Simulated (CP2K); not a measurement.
Runs of CP2K 2026.2 on La2O3. The structure is hexagonal, space group P-62m (No. 189). Conventional cell: a = 6.267 Å, b = 6.267 Å, c = 3.300 Å, α = 90.00°, β = 90.00°, γ = 120.00°. Around La (site symmetry -6) lie 6 O at 2.45 Å. Around O (site symmetry m2m) lie 4 La at 2.45 Å. The cell comes from a database or a generator and needn't be the stable form of this composition.

| level | potentials or basis | smearing | EPS_DEFAULT | points a segment of the path (NPOINTS) | bands added on the path | CUTOFF of the grids | gap on the mesh (eV) | pressure (GPa) | largest force (eV/Å) |
| --- | --- | --- | --- | --- | --- | --- | --- | --- | --- |
| TB-mBJ | GTH_POTENTIALS La GTH-PBE-q11; POTENTIAL_UZH O GTH-PBE-q6; TZVP-MOLOPT-SR-GTH, TZVP-MOLOPT-PBE-GTH basis | fermi-dirac 0.1 eV | 1.0E-10 | 6 | 2 | 850 Ry | 1.84 | - | - |
| PBEsol | GTH_POTENTIALS La GTH-PBE-q11; POTENTIAL_UZH O GTH-PBE-q6; TZVP-MOLOPT-SR-GTH, TZVP-MOLOPT-PBE-GTH basis | fermi-dirac 0.01 eV | 1.0E-9 | 8 | 2 | 600 Ry | (c) | 0.9 | 0.01 |
| LDA | GTH_POTENTIALS La GTH-PADE-q11, O GTH-PADE-q6; TZVP-MOLOPT-SR-GTH, TZVP-MOLOPT-PBE-GTH basis | fermi-dirac 0.05 eV | 1.0E-9 | 10 | 2 | 600 Ry | 1.34 | -1.5 | 0.05 |
| r2SCAN | POTENTIAL_UZH La GTH-SCAN-q11, O GTH-SCAN-q6; TZVP-MOLOPT-SR-GTH, TZVP-MOLOPT-SCAN-GTH basis | fermi-dirac 0.01 eV | 1.0E-9 | 6 | 6 | 850 Ry | 1.92 | (a) | (b) |

Alike in all rows: task band structure; no spin polarisation; cell as given; k mesh 5 × 5 × 8.

**Question.** Fill in the values left out.

**Answer.** (a) 0.5; (b) 0.04; (c) 1.37.

Caveats: spin-orbit coupling is left out, which moves the levels of the heavy elements; the basis of atomic orbitals isn't converged, which shifts pressures, moduli and gaps; the potentials were made for another functional, which shifts forces and pressure (some runs); this is a model potential without an energy functional, so only levels have meaning (some runs).

A k mesh can miss the band edges, and the runs leave out spin-orbit coupling on La.
